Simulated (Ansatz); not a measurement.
Electric field gradients in ZnSe under strain

The cell is an entry of the Crystallography Open Database (COD), relaxed with PBE at fixed cell and then changed (z stretched by 2 %, ions relaxed).

```yaml
crystal:
  lattice:
    - [0.00000, 2.83380, 2.89048]
    - [2.83380, 0.00000, 2.89048]
    - [2.83380, 2.83380, 0.00000]
  atoms:
    - { symbol: Zn, position: [0.00000, 0.00000, 0.00000] }
    - { symbol: Se, position: [0.25000, 0.25000, 0.25000] }
```

Sites (sets of like atoms) are named by element and the number of their first atom in this list.

Computed with Ansatz: DFT, PBE, plane waves and PAW, scalar-relativistic, 420 eV cutoff, Γ-centred 13×13×13 k-points, Fermi–Dirac smearing 0.02 eV.

Conventions: |V_zz| ≥ |V_yy| ≥ |V_xx|, η = (V_xx − V_yy)/V_zz, C_Q = eQV_zz/h. Directions are in the Cartesian axes of the cell vectors above, for the atom listed; none is given where the gradient is under 0.02 or η is above 0.95.

| site | first atom | first shell | V_zz (10²¹ V/m²) | η | direction of V_zz (x, y, z) |
| --- | --- | --- | --- | --- | --- |
| Zn | 1 | 4 Se at 2.47 Å | -0.33 | 0.00 | 0.00 0.00 1.00 |
| Se | 2 | 4 Zn at 2.47 Å | 0.86 | 0.00 | 0.00 0.00 1.00 |

An axis of threefold or higher order runs through Zn and Se, so V_zz lies along it and η is zero.
